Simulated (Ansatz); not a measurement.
# KCl: one crystal by all-electron and frozen-core methods

The same cell of KCl is computed with full-potential LAPW, frozen-core PAW and datasets made for this crystal, to set the results side by side.

Method: DFT PBEsol, scalar-relativistic, in Ansatz 0.2.0.

**1. The starting structure**

The structure is cubic, space group Pm-3m (No. 221). Conventional cell: a = 3.634 Å, b = 3.634 Å, c = 3.634 Å, α = 90.00°, β = 90.00°, γ = 90.00°. Around K (site symmetry m-3m) lie 8 Cl at 3.15 Å. Cl (site symmetry m-3m) is surrounded by 8 K at 3.15 Å.

Coordinates:

```cif
data_structure
_symmetry_space_group_name_H-M 'Pm-3m'
_symmetry_Int_Tables_number 221
_cell_length_a 3.6340
_cell_length_b 3.6340
_cell_length_c 3.6340
_cell_angle_alpha 90.000
_cell_angle_beta 90.000
_cell_angle_gamma 90.000
_cell_volume 47.99
loop_
_atom_site_label
_atom_site_type_symbol
_atom_site_symmetry_multiplicity
_atom_site_Wyckoff_symbol
_atom_site_fract_x
_atom_site_fract_y
_atom_site_fract_z
_atom_site_occupancy
K1 K 1 a 0.00000 0.00000 0.00000 1
Cl1 Cl 1 b 0.50000 0.50000 0.50000 1
```

The file gives the conventional cell by its symmetry; the runs use the cell typed in the input.

The structure is an experimental refinement, used without relaxation.

Atoms are numbered in the order of the input: K1, Cl2.

**2. Full-potential LAPW**

The input, input.yaml:

```yaml
crystal:
  lattice:
    - [3.634, 0.0, 0.0]
    - [0.0, 3.634, 0.0]
    - [0.0, 0.0, 3.634]
  atoms:
    - { symbol: K, position: [0.0, 0.0, 0.0] }
    - { symbol: Cl, position: [0.5, 0.5, 0.5] }
kpoints:
  mp_grid: { grid: [7, 7, 7] }
  band_path:
    path:
      - [0.0, 0.0, 0.0]
      - [0.0, 0.5, 0.0]
      - [0.5, 0.5, 0.0]
      - [0.0, 0.0, 0.0]
      - [0.5, 0.5, 0.5]
      - [0.0, 0.5, 0.0]
      - [0.5, 0.5, 0.5]
      - [0.5, 0.5, 0.0]
    npoints: 14
scf:
  occupations: { method: fermi_dirac, width: 0.02 }
hamiltonian:
  xc: pbesol
  pseudopotentials: { kind: all_electron, lapw: { basis_error: 0.0005 } }
output:
  forces: true
  stress: true
  eigenvalues: true
  fatbands: true
  populations: true
  dos: { projected: true, de: 0.2, e_range: [-14, 8] }
```

Command:

```bash
ansatz run input.yaml --threads 1 --pin off --max-ram 3072MiB --backend cpu --events-out ev --progress --plain --runs-dir out
```

**3. Frozen-core PAW**

Edit input.yaml of step 2 so:

```diff
@@ -25,3 +25,3 @@
   xc: pbesol
-  pseudopotentials: { kind: all_electron, lapw: { basis_error: 0.0005 } }
+  pseudopotentials: { kind: paw }
 output:
@@ -30,4 +30,9 @@
   eigenvalues: true
-  fatbands: true
+  efg: { contact_densities: true }
   populations: true
+  bader: true
   dos: { projected: true, de: 0.2, e_range: [-14, 8] }
+  write_density: true
+  write_potential: true
+  elf: true
+  volumetric_format: npy
```

**4. Datasets made for this crystal**

Edit input.yaml of step 3 so:

```diff
@@ -20,3 +20,3 @@
       - [0.5, 0.5, 0.0]
-    npoints: 14
+    npoints: 8
 scf:
@@ -25,3 +25,3 @@
   xc: pbesol
-  pseudopotentials: { kind: paw }
+  pseudopotentials: { kind: all_electron, datasets: crystal }
 output:
@@ -31,8 +31 @@
   efg: { contact_densities: true }
-  populations: true
-  bader: true
-  dos: { projected: true, de: 0.2, e_range: [-14, 8] }
-  write_density: true
-  write_potential: true
-  elf: true
-  volumetric_format: npy
```

(Steps that only read results are left out.)

Q: Predict the outcome of this session. Wanted: pressure; gap; Bader charges; highest ELF.

The runs gave:

```
           quantity                                           value
           pressure  LAPW 2.28, PAW 2.29, crystal datasets 2.28 GPa
         gap (LAPW)                   5.37 eV, indirect from M to Γ
Bader charges (PAW)                           K1 +0.81, Cl2 -0.81 e
  highest ELF (PAW)                            0.87, 0.78 Å from Cl
```

What this shows: At this geometry the cell is under compression of 2.3 GPa, so it would expand if let go. The gap is 5.37 eV, indirect from M to Γ. It is the Kohn-Sham gap of a semilocal functional, which mostly lies below the gap found in experiment. Cl 3p states make 99 % of the projected weight in the top eV of the valence band. The projection holds only the free atom's occupied shells (K 4s, Cl 3p in this range). In pressure, PAW differs from LAPW by less than 0.01 GPa and less than 0.01 eV in the gap.
